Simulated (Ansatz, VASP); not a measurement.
# Two plane-wave programs on W

INCAR

```
PREC = Accurate
ENCUT = 600
EDIFF = 1E-6
ISMEAR = 0
SIGMA = 0.1
LREAL = False
LASPH = True
NELM = 100
ALGO = Normal
ISIF = 3
LWAVE = False
LCHARG = False
GGA = PS
IBRION = 2
NSW = 90
EDIFFG = -0.04
```

Contents of KPOINTS:

```
regular mesh
0
Gamma
  6 6 2
```

The input POSCAR:

```
W
1.0
    2.9009331593      0.0000000000      0.0000000000
   -1.4504665796      2.5122818107      0.0000000000
    0.0000000000      0.0000000000      9.3560820043
W
4
Direct
    0.0000000000      0.0000000000      0.0000000000
    0.0000000000      0.0000000000      0.5000000000
    0.3333333333      0.6666666667      0.7500000000
    0.6666666667      0.3333333333      0.2500000000
```

Input for Ansatz:

```yaml
crystal:
  lattice:
    - [2.9009331593, 0.0, 0.0]
    - [-1.4504665796, 2.5122818107, 0.0]
    - [0.0, 0.0, 9.3560820043]
  atoms:
    - { symbol: W, position: [0.0, 0.0, 0.0] }
    - { symbol: W, position: [0.0, 0.0, 0.5] }
    - { symbol: W, position: [0.3333333333, 0.6666666667, 0.75] }
    - { symbol: W, position: [0.6666666667, 0.3333333333, 0.25] }
basis:
  ecutwfc: 420
kpoints:
  mp_grid: { grid: [6, 6, 2] }
hamiltonian:
  xc: pbesol
scf:
  occupations: { method: gaussian, width: 0.1 }
  lower_state_search: "off"
output:
  forces: true
  stress: true
  eigenvalues: true
relax:
  adjacent_minimum: "off"
  f_tol: 0.04
  max_steps: 70
  cell: { stress_tol: 0.4 }
```

Alike in both runs: task relaxation of cell and atoms; functional PBEsol; k mesh 6 × 6 × 2; occupations gaussian, width 0.1 eV; no spin polarisation.

|  | VASP | Ansatz |
| --- | --- | --- |
| version | VASP 6.6.1 | Ansatz 0.2.0 |
| potentials or method | VASP PAW PBE potentials, release 64 (W_sv) | scalar-relativistic, plane waves, PAW |
| plane-wave cutoff (eV) | 600 | 420 |
| valence electrons in the cell | 56 | 56 |

|  | VASP | Ansatz | Ansatz less VASP |
| --- | --- | --- | --- |
| gap on the k mesh at the Fermi level, each at its own relaxed structure (eV) | none | none | - |
| relaxed volume (Å³/atom) | 16.11 | 16.07 | -0.042 |
| relaxed cell length with the largest relative difference (Å) | 2.761 | 2.759 | -0.0025 |
| energy change over the relaxation (meV/atom) | -110 | -114 | -3.1 |

A gap of «none» marks a metal or a gap that the smearing closes.

Caveats: the k mesh is coarse (spacing up to 0.42 Å⁻¹), so the values aren't converged; the PAW data sets were made with another functional, which shifts forces and pressure a little (VASP). Spin-orbit coupling is left out, which matters for the levels of W.
